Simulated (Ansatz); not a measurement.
Trial structure of Al2Ni3, not yet relaxed:

```
CELL_PARAMETERS angstrom
1.29471 0.74750 10.57123
-1.29471 0.74750 10.57123
0.00000 -1.49500 10.57123
ATOMIC_POSITIONS crystal
Al 0.90000 0.90000 0.90000
Al 0.10000 0.10000 0.10000
Ni 0.30000 0.30000 0.30000
Ni 0.50000 0.50000 0.50000
Ni 0.70000 0.70000 0.70000
```

Method: DFT PBE, scalar-relativistic, plane waves, PAW in Ansatz 0.2.0. Plane waves to 420 eV, a k mesh through Γ of 6×6×6 on the computed 5-atom cell and Gaussian smearing (0.10 eV); collinear spin from starting moments 0.0 0.0 2.0 2.0 2.0 μB.

Formation energies are uncorrected and refer to the elements' standard structures at the same level.

**Question.** How far from equilibrium is it?

**Answer.** The pressure is -1.2 GPa (the mean over three directions, positive in compression), the largest force is 0.30 eV/Å, and the energy is −0.24 eV/atom against the elements. The shortest distance is 2.59 Å.

**Question.** Is it a good guess?

**Answer.** A fair one: relaxing gains under 0.1 eV/atom (the start's value is from the coarse mesh, so the gain is rough) in 9 ionic steps and ends at −0.30 eV/atom on the finer mesh. The symmetry stays R-3m (No. 166). The volume per atom shrinks by 0.6 %, from 12.3 to 12.2 Å³. The shortest distance goes from 2.59 Å (Al–Ni, Al–Al and Ni–Ni) to 2.48 Å (Al–Ni). The ratio c/a of the conventional cell changes by a factor of 0.89. Conventional cell: a = 2.682 Å, c = 29.377 Å. Around Al lie 6 Ni at 2.48–2.50 Å and 6 Al at 2.68 Å; Ni on a site of symmetry 3m has 3 Al at 2.48 Å, 3 Ni at 2.53 Å and 6 Ni at 2.68 Å; around Ni on a site of symmetry -3m lie 6 Al at 2.50 Å and 6 Ni at 2.68 Å.

The last run used collinear spin, an 18×18×18 mesh for its 5-atom cell and Gaussian smearing of 0.10 eV. The relaxation can't lower the symmetry of the start, and the grade says only how near the guess is to its own end. A structure relaxed within its symmetry needn't be a true minimum.
